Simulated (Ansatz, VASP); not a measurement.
## In: VASP beside Ansatz

INCAR

```
SYSTEM = In
PREC = Accurate
ENCUT = 600
EDIFF = 1E-6
ISMEAR = -1
SIGMA = 0.05
LREAL = .False.
LASPH = .True.
NELM = 60
ALGO = Fast
ISIF = 3
LWAVE = .False.
LCHARG = .False.
GGA = B5
ALDAX = 1.0
AGGAX = 1.0
AGGAC = 1.0
ALDAC = 0.0
IVDW = 12
VDW_S6 = 1.0
VDW_S8 = 2.6996
VDW_A1 = 0.4298
VDW_A2 = 4.2359
IBRION = 2
NSW = 60
EDIFFG = -0.01
```

Contents of KPOINTS:

```
Automatic mesh
0
Gamma
  11 11 11
  0 0 0
```

POSCAR

```
In
1.0
   -1.6254700000      1.6254700000      2.4737000000
    1.6254700000     -1.6254700000      2.4737000000
    1.6254700000      1.6254700000     -2.4737000000
In
1
Direct
    0.0000000000      0.0000000000      0.0000000000
```

The input input.yaml:

```yaml
crystal:
  lattice:
    - [-1.62547, 1.62547, 2.4737]
    - [1.62547, -1.62547, 2.4737]
    - [1.62547, 1.62547, -2.4737]
  atoms:
    - { symbol: In, position: [0.0, 0.0, 0.0] }
hamiltonian:
  xc: blyp
  pseudopotentials: { kind: paw }
  dispersion: d3bj
kpoints:
  mp_grid: { grid: [11, 11, 11] }
scf:
  occupations: { method: fermi_dirac, width: 0.05 }
output:
  forces: true
  stress: true
  eigenvalues: true
  write_density: true
  write_potential: true
  elf: true
  volumetric_format: npy
relax:
  f_tol: 0.01
  max_steps: 40
  cell: { stress_tol: 0.05 }
```

Alike in both runs: task relaxation of cell and atoms; functional BLYP; dispersion D3(BJ); k mesh 11 × 11 × 11; occupations fermi-dirac, width 0.05 eV; no spin polarisation.

|  | VASP | Ansatz |
| --- | --- | --- |
| version | VASP 6.6.1 | Ansatz 0.2.0 |
| potentials or method | VASP PAW PBE potentials, release 64 (In_d) | Ansatz PAW |
| plane-wave cutoff (eV) | 600 | 420 |
| valence electrons in the cell | 13 | 13 |

```tsv
	VASP	Ansatz	Ansatz less VASP
gap on the k mesh at the Fermi level, each at its own relaxed structure (eV)	none	none	-
relaxed volume (Å³/atom)	27.00	26.98	-0.026
relaxed cell length with the largest relative difference (Å)	3.445	3.444	-0.0009
energy change over the relaxation (meV/atom)	-4	-4	+0.2
```

A gap of «none» marks a metal or a gap that the smearing closes.

Caveats: pairwise dispersion overbinds metals, which lowers pressure and volume; the PAW data sets were made with another functional, which shifts forces and pressure a little (VASP); the plane-wave basis is chosen anew once the cell has moved, so the energies of steps on either side of that aren't comparable (Ansatz); the PAW data sets come from PBE, with cores solved anew for the run's functional, which leaves a small shift of forces and pressure (Ansatz). Zero-point motion and thermal expansion aren't in these numbers.
